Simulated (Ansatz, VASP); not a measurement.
**Two plane-wave programs on Mg**

File INCAR:

```
SYSTEM = Mg
  ALGO = Normal
  EDIFF = 1E-6
  EDIFFG = -0.005
  ENCUT = 600
  GGA = PE
  IBRION = 2
  ISIF = 3
  ISMEAR = 0
  LASPH = .True.
  LCHARG = .False.
  LREAL = .False.
  LWAVE = .False.
  NELM = 100
  NSW = 100
  PREC = Accurate
  SIGMA = 0.1
```

KPOINTS

```
k-points
0
Gamma
  15 15 4
  0 0 0
```

Contents of POSCAR:

```
Mg
1.0
    3.1768261656      0.0000000000      0.0000000000
   -1.5884130828      2.7512121628      0.0000000000
    0.0000000000      0.0000000000     10.3188620100
Mg
4
Direct
    0.0000000000      0.0000000000      0.0000000000
    0.3333333300      0.6666666700      0.2500000000
    0.0000000000      0.0000000000      0.5000000000
    0.6666666700      0.3333333300      0.7500000000
```

Input for Ansatz:

```yaml
crystal:
  lattice:
    - [3.1768261656, 0.0, 0.0]
    - [-1.5884130828, 2.7512121628, 0.0]
    - [0.0, 0.0, 10.31886201]
  atoms:
    - { symbol: Mg, position: [0.0, 0.0, 0.0] }
    - { symbol: Mg, position: [0.33333333, 0.66666667, 0.25] }
    - { symbol: Mg, position: [0.0, 0.0, 0.5] }
    - { symbol: Mg, position: [0.66666667, 0.33333333, 0.75] }
basis:
  ecutwfc: 420
kpoints:
  mp_grid: { grid: [15, 15, 4] }
hamiltonian:
  xc: pbe
scf:
  occupations: { method: gaussian, width: 0.1 }
output:
  forces: true
  stress: true
  eigenvalues: true
relax:
  adjacent_minimum: "off"
  f_tol: 0.005
  max_steps: 80
  cell: { stress_tol: 0.05 }
```

Alike in both runs: task relaxation of cell and atoms; functional PBE; k mesh 15 × 15 × 4; occupations gaussian, width 0.1 eV; no spin polarisation.

```csv
,VASP,Ansatz
version,VASP 6.6.1,Ansatz 0.2.0
potentials or method,"VASP PAW PBE potentials, release 64 (Mg)","scalar-relativistic, plane waves, PAW"
plane-wave cutoff (eV),600,420
valence electrons in the cell,8,40
```

```tsv
	VASP	Ansatz	Ansatz less VASP
gap on the k mesh at the Fermi level, each at its own relaxed structure (eV)	none	none	-
relaxed volume (Å³/atom)	22.94	23.02	+0.082
relaxed cell length with the largest relative difference (Å)	10.304	10.319	+0.0154
energy change over the relaxation (meV/atom)	-1	-1	-0.3
```

A gap of «none» marks a metal or a gap that the smearing closes. The two sets of potentials don't hold the same shells in valence.
